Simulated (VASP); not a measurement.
A run of VASP 6.6.1:

File INCAR:

```
PREC = Accurate
ENCUT = 600
EDIFF = 1E-6
ISMEAR = 0
SIGMA = 0.03
LREAL = False
LASPH = True
NELM = 80
ALGO = Normal
ISIF = 3
LWAVE = False
LCHARG = False
GGA = MK
LUSE_VDW = True
AGGAC = 0.0
PARAM1 = 0.1234
PARAM2 = 0.711357
ZAB_VDW = -1.8867
IBRION = 2
NSW = 90
EDIFFG = -0.01
```

KPOINTS

```
regular mesh
0
Gamma
  9 9 5
```

The input POSCAR:

```
SnS2
1.0
    3.6390000000      0.0000000000      0.0000000000
   -1.8195000000      3.1514664444      0.0000000000
    0.0000000000      0.0000000000      5.8680000000
Sn S
1 2
Direct
    0.0000000000      0.0000000000      0.0000000000
    0.3333333333      0.6666666667      0.2500000000
    0.6666666667      0.3333333333      0.7500000000
```

Potentials or basis: VASP PAW PBE potentials, release 64 (Sn_d, S).

The run is started by

```console
$ cat potpaw_PBE.64/Sn_d/POTCAR potpaw_PBE.64/S/POTCAR > POTCAR
$ mpirun -np 1 vasp_std > vasp.out
```

Hardware: 1 thread of AMD EPYC 9R45 96-Core Processor (Zen 5), on a shared host.

Q: How long does it take, and how much memory?

A: Run time: 6 min on 1 thread of AMD EPYC 9R45 96-Core Processor (Zen 5), with other jobs on the host, peak memory 0.47 GiB. Counts: scf iterations 67, k points 50, ion steps 11.
